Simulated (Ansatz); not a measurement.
# Cd (fcc type): the cost of one run

Method: DFT, PBE, all-electron LAPW, non-relativistic, in Ansatz 0.2.0.

This is Cd in the fcc structure; at room conditions it is hcp.

### 1 The structure to begin with

The structure is cubic, space group Fm-3m (No. 225). The conventional cell has a = 4.508 Å, b = 4.508 Å, c = 4.508 Å, α = 90.00°, β = 90.00°, γ = 90.00°. Around Cd (site symmetry m-3m) lie 12 Cd at 3.19 Å.

Structure file:

```
CELL_PARAMETERS angstrom
0.00000 2.25390 2.25390
2.25390 0.00000 2.25390
2.25390 2.25390 0.00000
ATOMIC_POSITIONS crystal
Cd 0.00000 0.00000 0.00000
```

The PAW steps are scalar-relativistic and only prepare the cells; LAPW drops relativity.

### 2 Fcc relaxed, LAPW

File input.yaml:

```yaml
crystal:
  lattice:
    - [0.0, 2.2538975769, 2.2538975769]
    - [2.2538975769, 0.0, 2.2538975769]
    - [2.2538975769, 2.2538975769, 0.0]
  atoms:
    - { symbol: Cd, position: [0.0, 0.0, 0.0] }
kpoints:
  mp_grid: { grid: [16, 16, 16] }
scf:
  occupations: { method: fermi_dirac, width: 0.05 }
hamiltonian:
  xc: pbe
  pseudopotentials:
    kind: all_electron
    lapw: { basis_error: 0.0005 }
    relativity: none
output:
  forces: true
  stress: true
  eigenvalues: true
  populations: true
relax:
  f_tol: 0.005
  max_steps: 25
  cell: {}
```

The run is started by

```sh
ansatz run input.yaml --threads 1 --pin off --max-ram 3072MiB --backend cpu --events-out ev --progress --plain --runs-dir out
```

Q: Estimate wall time and peak memory on 1 thread of Intel Xeon Platinum 8488C (Sapphire Rapids), shared host.

About 20 s, with a peak of 0.37 GiB.
